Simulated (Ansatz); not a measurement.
PbTiO3 in the cubic perovskite structure was put through Ansatz (plane waves). The geometry is the r2SCAN minimum.

Structure:
```
Pb Ti O
1.0
     3.93507    0.00000    0.00000
     0.00000    3.93507    0.00000
     0.00000    0.00000    3.93507
Pb Ti O
1 1 3
Direct
  0.00000 0.00000 0.00000
  0.50000 0.50000 0.50000
  0.50000 0.50000 0.00000
  0.50000 0.00000 0.50000
  0.00000 0.50000 0.50000
```

Main lines of the log:
```
Crystal: 5 atoms, lattice volume = 60.934 Å³
Basis set: ecut = 500 eV, 1551 PW (Γ)
Bands: 27, of which v1, the nominal top of the filled ones, is band 22 counted from 1 (21 counted from 0)
Symmetry: 48 space group operations
k-points: 40 of 216 (irreducible under 8 space group operations, time reversal used)
SCF converged after 9 iterations
Free energy (F): -16135.762052 eV
Fermi energy:    10.673662 eV
--- Per-component energies (eV) ---
  E_band       = -188.373205
  E_kinetic    = 1088.205462
  E_local      = -2547.895777
  E_nonlocal   = 494.291698
  E_hartree    = 978.860439
  E_xc         = -525.844071
  E_vxc        = -600.127636
  E_paw        = -11962.090674
  E_vpaw       = -620.397745
  E_vtau       = 39.826424
  E_ewald      = -3661.908553
  E_core_change = 0.616223
--- Dielectric response (ions clamped): 3 representative field directions + reference, inside a basis on a mesh of 512 k-points ---
  ε∞ (high-frequency dielectric tensor):
        7.584425     0.000000     0.000000
        0.000000     7.584425     0.000000
        0.000000     0.000000     7.584425
  Born effective charges Z* (e; rows j = field, columns β = displacement):
    site 0:
         3.87339    0.00000    0.00000
         0.00000    3.87339    0.00000
         0.00000    0.00000    3.87339
    site 1:
         7.08522    0.00000    0.00000
         0.00000    7.08522    0.00000
         0.00000    0.00000    7.08522
    site 2:
        -2.57640    0.00000    0.00000
         0.00000   -2.57640    0.00000
         0.00000    0.00000   -5.80580
    site 3:
        -2.57640    0.00000    0.00000
         0.00000   -5.80580    0.00000
         0.00000    0.00000   -2.57640
    site 4:
        -5.80580    0.00000    0.00000
         0.00000   -2.57640    0.00000
         0.00000    0.00000   -2.57640
  ε∞ is read to err by 2.6e-2, Z* by 3.1e-2 e
```

Question: Which of these blocks stood in the input: relax, gw, phonons, dielectric, magnetization (spin_orbit)?

Answer: dielectric. A response with clamped ions alone is the dielectric block.

Question: Which k mesh was typed?

Answer: 6×6×6, Γ-centred.

Question: How were the bands filled?

Answer: Fixed occupations.

Question: Which functional?

Answer: r2SCAN. The term E_vtau belongs to a meta-GGA, which reads the kinetic-energy density. There is no exchange loop, so no exact exchange. Close relatives of this functional can't be ruled out from these lines alone.

Command: `ansatz run input.yaml --threads 4 --pin off --max-ram 7372MiB --backend cpu --events-out ev --progress --plain --runs-dir out`. Wall time 33 s on 4 threads of Arm Neoverse V1, with other jobs on the host, load about 0.7 per core; peak host memory 0.94 GiB.

The values are computed, spin-unpolarised, and not measurements.
